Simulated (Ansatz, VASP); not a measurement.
## Two plane-wave programs on BN

```xyz
4
Lattice="2.3788 0.0000 0.0000 -1.1894 2.0601 0.0000 0.0000 0.0000 6.8277" Properties=species:S:1:pos:R:3 pbc="T T T"
B     0.0000    1.3734    1.7069
B     1.1894    0.6867    5.1208
N     0.0000    1.3734    5.1208
N     1.1894    0.6867    1.7069
```

Change from the starting cell: strain -0.050 along x and y, +0.025 along z, atoms carried along.

Alike in both runs: task single point; functional PBEsol; k mesh 12 × 12 × 4; occupations gaussian, width 0.05 eV; no spin polarisation.

```csv
,VASP,Ansatz
version,VASP 6.6.1,Ansatz 0.2.0
potentials or method,"VASP PAW PBE potentials, release 64 (B, N)","scalar-relativistic, plane waves, PAW"
plane-wave cutoff (eV),520,420
valence electrons in the cell,16,16
```

|  | VASP | Ansatz | Ansatz less VASP |
| --- | --- | --- | --- |
| gap on the k mesh at the Fermi level (eV) | 4.45 | 4.46 | +0.014 |
| least direct gap on the mesh (eV) | 4.97 | 4.97 | +0.009 |
| pressure (GPa) | 45.6 | 45.2 | -0.38 |
| largest component of the traceless stress (GPa) | 45.24 | 44.68 | -0.561 |

Caveats: so large a pressure means that the cell lies far from this level's equilibrium, or that cutoff or potentials fall short (VASP); the potentials were made for another functional, which shifts forces and pressure (VASP); this functional lacks dispersion, which binds the layers, so the pressure and a relaxed spacing across them are unreliable. A k mesh can miss the band edges.
